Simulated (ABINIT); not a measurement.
# WS2 (R3m) in ABINIT: equation of state

Aim: energy against volume of WS2 in PBE, for its equilibrium volume and stiffness.

Program: ABINIT 10.8.3 (patched build). These are calculated values, not measurements. Logs are shortened: lines on timing, memory, paths and dates and some standing lists are left out, and cuts for length are marked. The log counts tension as positive stress, the text compression.

## 1. The structure

The structure is trigonal, space group R3m (No. 160). The conventional cell has a = 3.158 Å, b = 3.158 Å, c = 18.490 Å, α = 90.00°, β = 90.00°, γ = 120.00°. Around W (site symmetry 3m) lie 6 S at 2.39 to 2.42 Å. Around S (site symmetry 3m) lie 3 W at 2.42 Å. S (site symmetry 3m) is surrounded by 3 W at 2.39 Å.

Measurements of this composition are mostly on another form, of space group No. 194.

## 2. Equation of state, PBE

File run.abi:

```
# Datasets: one volume each
ndtset 7
getwfk -1
scalecart1 3*0.9795861087
scalecart2 3*0.9864848297
scalecart3 3*0.9932883884
scalecart4 3*1.0000000000
scalecart5 3*1.0066227096
scalecart6 3*1.0131594038
scalecart7 3*1.0196128224

# Pseudopotentials
pp_dirpath "./"
pseudos "W.GGA_PBE-JTH.xml, S.GGA_PBE-JTH.xml"

# Structure
acell 12.1459563582 12.1459563582 12.1459563582
rprim
     0.2456683906     0.1418367115     0.9589209504
    -0.2456683906     0.1418367115     0.9589209504
     0.0000000000    -0.2836734229     0.9589209504
ntypat 2
znucl 74 16
natom 3
typat 1 2 2
xred
     0.0000000000     0.0000000000     0.0000000000
     0.5810000000     0.5810000000     0.5810000000
     0.7503000000     0.7503000000     0.7503000000

# Plane-wave basis
ecut 20.0
pawecutdg 40.0

# k points
kptopt 1
ngkpt 10 10 10
nshiftk 1
shiftk 0.0 0.0 0.0

# Exchange and correlation
ixc 11

# Bands and occupations
nband 17
occopt 3
tsmear 0.05 eV

# SCF cycle
nstep 100
tolvrs 1.0e-9

# Output
iomode 3
prtwf 1
prtden 0
prteig 0
prtebands 0
enunit 2
```

Potentials or basis: JTH PAW PBE v2.0.

Launch:

```
$ abinit run.abi > log 2>&1
```

run.abo:

```text
.Version 10.8.3 of ABINIT
 DATASET    1 : space group R3 m (#160); Bravais hR (rhombohedral)
================================================================================
 Values of the parameters that define the memory need for DATASET  1.
     intxc =       0    ionmov =       0      iscf =      17    lmnmax =      18
     lnmax =       6     mgfft =      48  mpssoang =       3    mqgrid =    3001
     natom =       3  nloc_mem =       2    nspden =       1   nspinor =       1
    nsppol =       1      nsym =       6    n1xccc =       1    ntypat =       2
    occopt =       3   xclevel =       2
       mpw =        1457          nfft =      110592          nkpt =         116
 PAW method is used; the additional fine FFT grid is defined by:
   mgfftf=        72    nfftf =    373248
================================================================================
================================================================================
[... 71 lines left out ...]
 DATASET    7 : space group R3 m (#160); Bravais hR (rhombohedral)
================================================================================
 Values of the parameters that define the memory need for DATASET  7.
     intxc =       0    ionmov =       0      iscf =      17    lmnmax =      18
     lnmax =       6     mgfft =      50  mpssoang =       3    mqgrid =    3001
     natom =       3  nloc_mem =       2    nspden =       1   nspinor =       1
    nsppol =       1      nsym =       6    n1xccc =       1    ntypat =       2
    occopt =       3   xclevel =       2
       mpw =        1648          nfft =      125000          nkpt =         116
 PAW method is used; the additional fine FFT grid is defined by:
   mgfftf=        72    nfftf =    373248
================================================================================
================================================================================

--------------------------------------------------------------------------------
------------- Echo of variables that govern the present computation ------------
--------------------------------------------------------------------------------
 -outvars: echo values of preprocessed input variables --------
            acell      1.2145956358E+01  1.2145956358E+01  1.2145956358E+01 Bohr
              amu      1.83850000E+02  3.20660000E+01
             ecut      2.00000000E+01 Hartree
           enunit           2
           getwfk          -1
                       outvar_i_n : Printing only first  50 k-points.
              ixc          11
           jdtset        1    2    3    4    5    6    7
                       outvar_i_n : Printing only first  50 k-points.
         kptrlatt       10    0    0      0   10    0      0    0   10
          kptrlen1     5.84593000E+01
          kptrlen2     5.88709988E+01
          kptrlen3     5.92770185E+01
          kptrlen4     5.96775510E+01
          kptrlen5     6.00727781E+01
          kptrlen6     6.04628720E+01
          kptrlen7     6.08479962E+01
            natom           3
            nband          17
           ndtset           7
[... 95 lines left out ...]
 chkinp: Checking input parameters for consistency, jdtset=   1.

 chkinp: Checking input parameters for consistency, jdtset=   2.
[... 40 lines left out ...]
 getcut: wavevector=  0.0000  0.0000  0.0000  ngfft=  72  72  72
         ecut(hartree)=     40.000   => boxcut(ratio)=   2.12610

--- Pseudopotential description ------------------------------------------------
- pspini: atom type   1  psp file is ./W.GGA_PBE-JTH.xml
 Pseudopotential format is: paw10
 basis_size (lnmax)=  6 (lmn_size= 18), orbitals=   0   0   1   1   2   2
 Spheres core radius: rc_sph= 2.41188978
 Shapefunction is BESSEL type: shapef(r,l)=aa(1,l)*jl(q(1,l)*r)+aa(2,l)*jl(q(2,l)*r)
 Radius for shape functions =  2.10354610
 Compensation charge density is not taken into account in XC energy/potential

- pspini: atom type   2  psp file is ./S.GGA_PBE-JTH.xml
 Pseudopotential format is: paw10
 basis_size (lnmax)=  4 (lmn_size=  8), orbitals=   0   0   1   1
 Spheres core radius: rc_sph= 1.90380259
 Shapefunction is SIN type: shapef(r)=[sin(pi*r/rshp)/(pi*r/rshp)]**2
 Radius for shape functions =  1.40128485
 Compensation charge density is not taken into account in XC energy/potential

   1.39209700E+03                                ecore*ucvol(ha*bohr**3)
--------------------------------------------------------------------------------

[... 1383 lines left out ...]
-Cartesian components of stress tensor (GPa)         [Pressure= -4.5071E+00 GPa]
- sigma(1 1)=  4.39577412E+00  sigma(3 2)= -9.97205341E-09
- sigma(2 2)=  4.39577403E+00  sigma(3 1)=  0.00000000E+00
- sigma(3 3)=  4.72973717E+00  sigma(2 1)=  0.00000000E+00

== END DATASET(S) ==============================================================
================================================================================

 -outvars: echo values of variables after computation  --------
            acell      1.2145956358E+01  1.2145956358E+01  1.2145956358E+01 Bohr
           etotal1    -8.9760634830E+01
           etotal2    -8.9764295221E+01
           etotal3    -8.9766885090E+01
           etotal4    -8.9768513750E+01
           etotal5    -8.9769274911E+01
           etotal6    -8.9769254935E+01
           etotal7    -8.9768531918E+01
            fcart1     3.5389275566E-18  3.1555690182E-18 -1.3727405304E-02
                       6.2901017332E-19  8.4569060708E-19 -2.1193550673E-02
                      -4.1679377299E-18 -4.0012596253E-18  3.4920955977E-02
            fcart2     1.3370846095E-18  9.4215342965E-18 -1.3084298005E-02
                       1.6804288432E-18  3.3525123554E-18 -1.2967055416E-02
                      -3.0175134527E-18 -1.2774046652E-17  2.6051353421E-02
            fcart3    -9.3310183437E-19 -6.3316644292E-19 -1.2480928678E-02
                      -1.2723863774E-18 -1.2025258756E-18 -5.3912511822E-03
                       2.2054882117E-18  1.8356923185E-18  1.7872179860E-02
            fcart4     2.6265382243E-18  4.8099021223E-19 -1.1901968058E-02
[... 52 lines left out ...]
           xangst3     0.0000000000E+00  0.0000000000E+00  0.0000000000E+00
                       3.8025934703E-18  3.7092322702E-10  1.0670589230E+01
                       2.2454952742E-17  4.7900815448E-10  1.3779936487E+01
           xangst4     0.0000000000E+00  0.0000000000E+00  0.0000000000E+00
                      -1.4301773754E-16  3.7342975365E-10  1.0742689992E+01
                      -9.8231940722E-18  4.8224457907E-10  1.3873046990E+01
           xangst5     0.0000000000E+00  0.0000000000E+00  0.0000000000E+00
                      -1.7202663921E-18  3.7590274058E-10  1.0813835709E+01
                       6.4773398126E-17  4.8543848826E-10  1.3964924152E+01
           xangst6     0.0000000000E+00  0.0000000000E+00  0.0000000000E+00
                      -5.2649032929E-17  3.7834381353E-10  1.0884057388E+01
                       2.0573569783E-16  4.8859108640E-10  1.4055608018E+01
           xangst7     0.0000000000E+00  0.0000000000E+00  0.0000000000E+00
                      -1.7336822189E-16  3.8075367329E-10  1.0953384463E+01
                       2.6471894521E-17  4.9170282657E-10  1.4145136597E+01
             xred      0.0000000000E+00  0.0000000000E+00  0.0000000000E+00
                       5.8100000000E-01  5.8100000000E-01  5.8100000000E-01
                       7.5030000000E-01  7.5030000000E-01  7.5030000000E-01
 Calculation completed.
```

Wall time 38 min (1 thread of Intel Xeon at 2.70GHz, shared host); peak memory 0.35 GiB.

What came out:

- Equilibrium volume: 18.27 Å³/atom
- Bulk modulus at fixed shape and positions: 157 GPa
- Pressure derivative of the bulk modulus: 4.3

Energy against volume, from the lowest point:
```csv
volume (Å³/atom),energy (meV/atom)
16.679,78.37
17.034,45.17
17.389,21.68
17.744,6.90
18.099,0.00
18.454,0.18
18.809,6.74
```

Caveat: pressures at fixed basis lie under the slope of the energies; the cell was scaled at fixed shape and fractional positions, which overstates the stiffness of a crystal with free parameters, most of all of layers and chains. Spin-orbit coupling is left out, which matters for the levels of W.
